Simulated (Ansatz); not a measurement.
# GaN (P6_3mc) in Ansatz: reference runs

How does GaN come out in PBEsol? The cell is run as given.

All numbers are computed with Ansatz 0.2.0; they aren't measurements. Logs are shortened: lines on timing, memory, paths and dates and some standing lists are left out, and cuts for length are marked.

**Measured values to compare with.**

From “Studying electronic properties in GaN without electrical contacts using γ-γ vs e−-γ Perturbed Angular Correlations”, 2019, pmc:6823545, for a bulk crystal of GaN: band gap 3.503 ± 0.005 eV (direct).

The runs below are set against these values where they give the same quantity.

## (1) The crystal as given

Symmetry: P6_3mc, No. 186, hexagonal system. Conventional cell: a = 3.180 Å, b = 3.180 Å, c = 5.166 Å, α = 90.00°, β = 90.00°, γ = 120.00°. Around Ga (site symmetry 3m) lie 4 N at 1.94 to 1.95 Å. N (site symmetry 3m) has 4 Ga at 1.94 to 1.95 Å as nearest neighbours.

## (2) Single point, PBEsol

Input file input.yaml:

```yaml
crystal:
  lattice:
    - [3.18, 0.0, 0.0]
    - [-1.59, 2.753960784, 0.0]
    - [0.0, 0.0, 5.166]
  atoms:
    - { symbol: Ga, position: [0.6666666667, 0.3333333333, 0.5] }
    - { symbol: Ga, position: [0.3333333333, 0.6666666667, 0.0] }
    - { symbol: "N", position: [0.6666666667, 0.3333333333, 0.875] }
    - { symbol: "N", position: [0.3333333333, 0.6666666667, 0.375] }
kpoints:
  mp_grid: { grid: [10, 10, 5] }
scf:
  occupations: { method: fermi_dirac, width: 0.05 }
hamiltonian:
  xc: pbesol
  pseudopotentials: { kind: all_electron, lapw: { basis_error: 0.001 } }
output:
  forces: true
  stress: true
  eigenvalues: true
  populations: true
```

Potentials or basis: all-electron LAPW, scalar-relativistic.

On the command line:

```sh
> ansatz run input.yaml --threads 2 --pin off --max-ram 8192MiB --backend cpu --events-out ev --progress --plain --runs-dir out
```

Log:

```text
Warning: RAYON_NUM_THREADS=2 ignored (pool sized by the plan → 2); use --threads N
Ga: projections on atomic orbitals take those of the free atom 1s2 2s2 2p6 3s2 3p6 3d10 4s2 4p1, of charge +0.00 (hamiltonian.pseudopotentials.projection_atoms)
N: projections on atomic orbitals take those of the free atom 1s2 2s2 2p3, of charge +0.00 (hamiltonian.pseudopotentials.projection_atoms)
LAPW: plane waves up to 10.600 Å⁻¹, error target 1.0e-3 eV per atom; small_component_spin mean_spin; N in spheres of 0.850 Å, 7 of its electrons in bands, Dirac shells []; Ga in spheres of 1.088 Å, 21 of its electrons in bands, Dirac shells [] (how accurate: hamiltonian.pseudopotentials.lapw.basis_error, Limitations)
Engine: ansatz 0.2.0, x86_64-unknown-linux-gnu
Pseudopotentials: kind: all_electron
Pseudopotential: Ga, LAPW, valence charge 21, lapw/all_electron/scalar/gaussian/Ga, Koelling and Harmon's equation, gaussian nucleus
Pseudopotential: N, LAPW, valence charge 7, lapw/all_electron/scalar/gaussian/N, Koelling and Harmon's equation, gaussian nucleus
Functional definition: PBEsol
  exchange = pbesol_x
  correlation = pbesol_c
Crystal: 4 atoms, lattice volume = 45.242 Å³
Basis set: ecut = 428.0674707333455 eV, 941 PW (Γ), exchange–correlation at level 2
Bands: 34, of which v1, the nominal top of the filled ones, is band 28 counted from 1 (27 counted from 0)
Symmetry: 12 space group operations
Space group: P63mc (ITA 186), of the structure as read, at distance tolerance 3.6e-5 Å
k-points: 42 of 500 (time reversal used)
Non-local potential: Ga, projectors of the file, none
Non-local potential: N, projectors of the file, none
Initial density: superposition of atomic densities (chi_scale 0.1, normalization cell, long waves kept (reshape's long-wave potential 0.00 eV rms))
Initial wavefunctions: plane waves of lowest kinetic energy (no species holds an atomic orbital)
Functional: x = pbesol(κ = 0.804, μ = 0.12345679012345678), c = pbesol(β = 0.046)
iter 1 solved again at ethr=1.77e-2 eV; its pass at ethr=1.00e-1 eV (dr2=9.91e0 eV) is discarded
SCF iter   1: F=—  HF=-108695.471767 eV  |F-HF|=—  |Δ(HF+E_count)|=         —  Δρ=1.33e-1  dr2=9.91e0  ethr=1.77e-2  ⟨swp⟩=2.0  Hψ=9342  notcnv=0
preconditioner: auto → Resta (q_TF=auto, 2.827 Å⁻¹)  ε∞=4.7  [insulator: Δε(μ)=3.309 eV  Ē_g=17.174 eV  σ=0.050 eV  W_gap=1.00  n_scr=22 (ndim 8)  ℏωp=33.1 eV  f_vac=0.000  D(μ)=0.00/eV (n_scr^D=0)  ε∞_Penn≈4.7]
iter 2 solved again at ethr=6.99e-4 eV; its pass at ethr=1.77e-2 eV (dr2=3.91e-1 eV) is discarded
SCF iter   2: F=—  HF=-108691.822573 eV  |F-HF|=—  |Δ(HF+E_count)|=    3.65e0  Δρ=3.12e-2  dr2=3.91e-1  ethr=6.99e-4  ⟨swp⟩=2.0  Hψ=7450  notcnv=0
SCF iter   3: F=—  HF=-108691.723793 eV  |F-HF|=—  |Δ(HF+E_count)|=         —  Δρ=2.41e-2  dr2=3.22e-1  ethr=6.98e-4  ⟨swp⟩=2.0  Hψ=4261  notcnv=0
the basis was enlarged: its passes take 312.8 KiB over the memory plan, 2 of 2 planned eigensolver slots
SCF iter   4: F=—  HF=-108691.747648 eV  |F-HF|=—  |Δ(HF+E_count)|=   2.39e-2  Δρ=9.75e-3  dr2=5.43e-2  ethr=5.75e-4  ⟨swp⟩=2.2  Hψ=4265  notcnv=0
SCF iter   5: F=—  HF=-108691.661489 eV  |F-HF|=—  |Δ(HF+E_count)|=   8.62e-2  Δρ=2.66e-3  dr2=3.21e-3  ethr=9.69e-5  ⟨swp⟩=2.4  Hψ=4321  notcnv=0
SCF iter   6: F=—  HF=-108691.659871 eV  |F-HF|=—  |Δ(HF+E_count)|=   1.62e-3  Δρ=6.76e-4  dr2=2.54e-4  ethr=5.73e-6  ⟨swp⟩=2.3  Hψ=4037  notcnv=0
SCF iter   7: F=—  HF=-108691.660030 eV  |F-HF|=—  |Δ(HF+E_count)|=   1.59e-4  Δρ=2.05e-4  dr2=2.29e-5  ethr=4.54e-7  ⟨swp⟩=3.0  Hψ=4127  notcnv=0
SCF iter   8: F=—  HF=-108691.660031 eV  |F-HF|=—  |Δ(HF+E_count)|=   1.23e-6  Δρ=2.40e-5  dr2=2.58e-7  ethr=4.08e-8  ⟨swp⟩=3.0  Hψ=4267  notcnv=0
SCF iter   9: F=-108691.660031 eV  HF=-108691.660031 eV  |F-HF|=9.95e-9  |Δ(HF+E_count)|=   7.85e-8  Δρ=4.71e-6  dr2=1.01e-8  ethr=4.61e-10  ⟨swp⟩=3.0  Hψ=4111  notcnv=0
SCF 1 converged in 9 iterations: F = -108691.660031 eV  dr2 = 1.01e-8
SCF converged after 9 iterations
Free energy (F): -108691.660031 eV
Harris-Foulkes:  -108691.660031 eV  (|F-HF|=9.95e-9)
Internal energy: -108691.660031 eV  (E = F + TS)
E sigma→0 (E₀):  -108691.660031 eV
Fermi energy:    12.486325 eV
--- Per-component energies (eV) ---
  E_band       = -2888.973054
  E_kinetic    = 110750.522012
  E_xc         = -4405.127833
  E_electrostatic = -215037.054210  (all electrons and nuclei)
  E_smearing   = -0.000000  (= −TS)
  E_closure    = 0.000000  (closes the sum)
  E_atoms      = -108665.396553  (free atoms, spherical and without spin; not in F)
  Σ components = -108691.660031   (vs F -108691.660031, Δ=0.00e0)
  Basis errors (estimates in eV, not in F): energy 4.5e-4 per atom: plane waves 4.1e-4 (2.4e-4 summed), levels above the bands 1.9e-84, relativity 2.1e-8, radial functions 4.1e-5, core shells 3.4e-10; eigenvalues (radial functions only) 5.3e-6; not estimated: angular momenta, meshes, grids; target (lapw.basis_error) 1.0e-3; muffin-tin radii N 0.850 Å, Ga 1.088 Å
--- Forces (eV/Å), atoms counted from 1 ---
  atom   1  Ga    -0.00000000     0.00000000    -0.13270713
  atom   2  Ga    -0.00000000    -0.00000000    -0.13270713
  atom   3  N      0.00000000     0.00000000     0.13271104
  atom   4  N      0.00000000    -0.00000000     0.13271104
  max |Σ_I F_I| component: 7.82e-6 eV/Å
--- Stress (GPa, compression-positive) ---
        0.321955      -0.000000       0.000000
       -0.000000       0.321955      -0.000000
        0.000000      -0.000000       2.419888
  P = ⅓ Tr σ = 1.0213 GPa (10.213 kbar)
--- Band table (eV; the first three rows and the last of 42) ---
  k-point 0: bands = ["-362.1183", "-362.1183", "-130.1868", "-130.1868", "-81.1023", "-81.1022", "-81.1022", "-81.1019", "-81.1019", "-81.1007", "-4.5725", "-3.6158", "-2.0123", "-1.9902", "-1.9902", "-1.9260", "-1.9260", "-1.7329", "-1.7329", "-1.6296", "-1.6296", "-0.3485", "4.2723", "10.4155", "10.4155", "11.4267", "11.4886", "11.4886", "13.4122", "15.7162", "20.6431", "21.3106", "21.3106", "22.2346"]
  k-point 1: bands = ["-362.1183", "-362.1183", "-130.1868", "-130.1868", "-81.1022", "-81.1021", "-81.1021", "-81.1019", "-81.1019", "-81.1009", "-4.4528", "-3.6632", "-1.9881", "-1.9881", "-1.9800", "-1.9358", "-1.9358", "-1.7194", "-1.7194", "-1.6361", "-1.6361", "-0.7561", "5.0089", "10.3488", "10.5132", "10.5132", "11.3815", "11.3815", "14.2945", "15.7928", "20.3755", "21.3482", "21.3586", "21.3586"]
  k-point 2: bands = ["-362.1183", "-362.1183", "-130.1868", "-130.1868", "-81.1021", "-81.1021", "-81.1020", "-81.1020", "-81.1018", "-81.1013", "-4.1519", "-3.8389", "-1.9779", "-1.9779", "-1.9578", "-1.9578", "-1.8284", "-1.6881", "-1.6881", "-1.6565", "-1.6565", "-1.4203", "6.6446", "8.5404", "10.7737", "10.7737", "11.1055", "11.1055", "15.3970", "15.8577", "19.9352", "20.1796", "21.5999", "21.5999"]
  k-point 41: bands = ["-362.1183", "-362.1183", "-130.1867", "-130.1867", "-81.1030", "-81.1030", "-81.1028", "-81.1027", "-81.1013", "-81.1013", "-3.4648", "-3.4473", "-1.8984", "-1.8766", "-1.8625", "-1.8099", "-1.7222", "-1.7197", "-1.6823", "-1.6728", "-0.0257", "0.1009", "5.2202", "5.3532", "7.0101", "7.7633", "9.6548", "9.9564", "17.6987", "17.7564", "18.7322", "19.2292", "20.4201", "20.6093"]
--- Löwdin populations: 4 sites ---
  site symbol       q [e]
     0     Ga     30.2157
     1     Ga     30.2157
     2      N      7.7526
     3      N      7.7526
  spilling = 0.000836 (of n_electrons = 76.000000)
```

Wall time 49 s (2 threads of AMD EPYC 7R43 (Zen 3), shared host); peak memory 0.46 GiB.

What came out:

```
Free energy            : -108691.6600 eV
Pressure               : 1.0 GPa
Largest force          : 0.133 eV/Å
Band gap on the k mesh : 1.92 eV, direct
Loewdin charges        : Ga +0.78; N -0.75 e
```

Forces in eV/Å, atoms in the order of the input:
```
Ga   0.000  0.000 -0.133
Ga   0.000  0.000 -0.133
N    0.000  0.000  0.133
N    0.000  0.000  0.133
```

Levels at points of the mesh, in eV from the valence-band top:
```tsv
k point	band 25	band 26	band 27	band 28	band 29	band 30	band 31	band 32
(0.00, 0.00, 0.00)	-1.07	-0.06	0.00	0.00	1.92	4.23	9.15	9.82
(0.00, -0.50, 0.00)	-4.32	-2.81	-2.30	-1.00	4.94	5.54	5.96	8.62
```

## (3) Comparison with measurements

Step 2. A measured gap of GaN is 3.503 eV (direct; quoted in “Studying electronic properties in GaN without electrical contacts using γ-γ vs e−-γ Perturbed Angular Correlations”, 2019, pmc:6823545); the calculated 1.92 eV misses it by -1.58 eV. Spin-orbit coupling on Ga is left out. The value is that of PBEsol, without temperature or zero-point motion. Semilocal functionals fall short of measured gaps as a rule.
